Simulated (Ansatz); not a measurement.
**Squeezing TePb (zincblende type)**

```xyz
2
Lattice="0.0000 3.6679 3.6679 3.6679 0.0000 3.6679 3.6679 3.6679 0.0000" Properties=species:S:1:pos:R:3 pbc="T T T"
Pb    0.0000    0.0000    0.0000
Te    1.8340    1.8340    1.8340
```

The cell comes from a relaxation on PAW files under the same functional, begun from a prototype that needn't be the stable phase.

Its volume is scaled at fixed shape and fractional positions.

All numbers are PBE results (scalar-relativistic) from Ansatz 0.2.0, with a Γ-centred 12×12×12 k mesh, Fermi–Dirac smearing of 0.05 eV, no spin polarisation. Methods: LAPW: all electrons, basis error target 1 meV/atom; PAW: frozen-core files, cutoff 420 eV; crystal datasets: all electrons, by PAW datasets that the program makes for each cell; norm-conserving: pseudopotentials, cutoff 1120 eV; PAW (cutoff 600 eV): frozen-core files, cutoff 600 eV.

Energies are extrapolated to zero smearing and count from the unscaled cell; pressure is positive in compression; gaps take the mesh and a band path. No temperature or zero-point motion is included.

Spin–orbit coupling is left out, which matters for the heavy atoms. The structure type is held throughout; the real material can change phase at far lower pressure.

| V/V0 | V (Å³/atom) | P LAPW (GPa) | ΔE LAPW (eV/atom) | P PAW − LAPW (GPa) | ΔE PAW − LAPW (meV/atom) | gap (eV) |
| --- | --- | --- | --- | --- | --- | --- |
| 1.00 | 49.35 | 0.00 | 0.000 | -0.01 | 0.0 | 0.63 |
| 0.88 | 43.43 | 4.09 | 0.068 | -0.01 | -0.2 | – |
| 0.78 | 38.49 | 10.14 | 0.279 | -0.01 | -0.4 | 0.00 |
| 0.68 | 33.56 | 20.4 | 0.737 | 0.00 | -0.5 | 0.00 |
| 0.58 | 28.62 | 39.6 | ? | 0.00 | -0.5 | 0.00 |
| 0.50 | 24.67 | 68.9 | 2.927 | 0.05 | 0.1 | 0.00 |
| 0.43 | 21.22 | 116.7 | 4.875 | 0.16 | 2.2 | 0.00 |

(1) Fill in "ΔE LAPW (eV/atom)" for the row "0.58".

(2) Fit the Vinet equation to the LAPW pressures over the whole range, with residuals weighted by 1/(|P| + 0.03·Pmax).

(3) From the table, what is the rise of the enthalpy H = E + pV up to the last row, and how stiff is the crystal between the last two rows?

(4) At the smallest volume, how far do crystal datasets and norm-conserving and PAW (cutoff 600 eV) lie from LAPW in pressure?

(5) How do the Löwdin populations by LAPW change from the unscaled cell to the last row?

(6) Where does the Kohn–Sham gap close?

Results:

(1) 1.628.

(2) V0 = 49.43 Å³/atom, B0 = 22.6 GPa and B0′ = 4.68, and the fit misses no point by more than 3.2 GPa. A fit over so wide a range pins B0 less well than one near rest.

(3) ΔH = 4.875 eV + (116.7 GPa × 21.22 Å³ − 0.00 GPa × 49.35 Å³) × 0.006242 eV/(GPa·Å³) = 20.33 eV/atom, of which pV makes 76 %. The mean bulk modulus there is −ΔP/Δln V = 317 GPa.

(4) crystal datasets: 0.00 GPa; norm-conserving: +0.46 GPa; PAW (cutoff 600 eV): +0.14 GPa, on a LAPW pressure of 116.7 GPa.

(5) Pb 6s 1.96 → 1.59, Pb 6p 1.78 → 2.69, Pb 5d 10.00 → 9.95, Te 5s 1.82 → 1.60, Te 5p 4.41 → 4.00 electrons an atom. These are projections on the shells that the free atoms fill; 0.04 e a cell lies outside them at the start and 0.24 e at the end.

(6) Somewhere between the last gapped row above it and V/V0 = 0.78, where LAPW gives 10.14 GPa and no gap above the smearing width. Spin–orbit coupling, left out here, and the functional both move the closing pressure.
